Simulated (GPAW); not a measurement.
Crystal: MgS.

```
S Mg
1.0
     4.03462    0.00000    0.00000
    -2.01731    3.49409    0.00000
     0.00000    0.00000    6.43229
S Mg
2 2
Cartesian
  2.0173 1.1647 5.6556
  0.0000 2.3294 2.4394
  0.0000 2.3294 6.4050
  2.0173 1.1647 3.1888
```

The cell comes from a database or a generator and needn't be the stable form of this composition.

- Program: GPAW 26.7.0
- Task: relaxation of cell and atoms
- Functional: PBEsol
- Dispersion: D3(BJ)
- Potentials or basis: PAW data sets generated in the run's folder for this functional
- Cutoff: 800 eV
- Basis: pw
- k mesh: 5 × 5 × 3
- Occupations: fermi-dirac, width 0.05 eV
- Spin: no spin polarisation

At the start: pressure -1.9 GPa; volume 22.67 Å³/atom.

Problem. How do energy, volume and symmetry change on relaxing?

Solution. Over 5 steps the energy falls by 4.5 meV/atom and the volume is 21.96 Å³/atom (-3.1 %); space group P6_3mc (No. 186, to 0.05 Å).

The path:
```
step  energy change (eV)  largest force (eV/Å)  pressure (GPa)  volume (Å³)
   1              0.0000                0.0445           -1.91        90.68
   2             -0.0031                0.0365           -1.75        90.42
   3             -0.0176                0.0482            0.00        87.74
   4             -0.0178                0.0365           -0.06        87.82
   5             -0.0180                0.0133           -0.08        87.84
```

Final structure:
```yaml
crystal:
  lattice:
    - [3.99385, 0.00000, 0.00000]
    - [-1.99693, 3.45878, 0.00000]
    - [0.00000, 0.00000, 6.35887]
  atoms:
    - { symbol: S, position: [0.66667, 0.33333, 0.87863] }
    - { symbol: S, position: [0.33333, 0.66667, 0.37863] }
    - { symbol: Mg, position: [0.33333, 0.66667, 0.99636] }
    - { symbol: Mg, position: [0.66667, 0.33333, 0.49636] }
```

Caveat: later steps reuse the first step's grids.
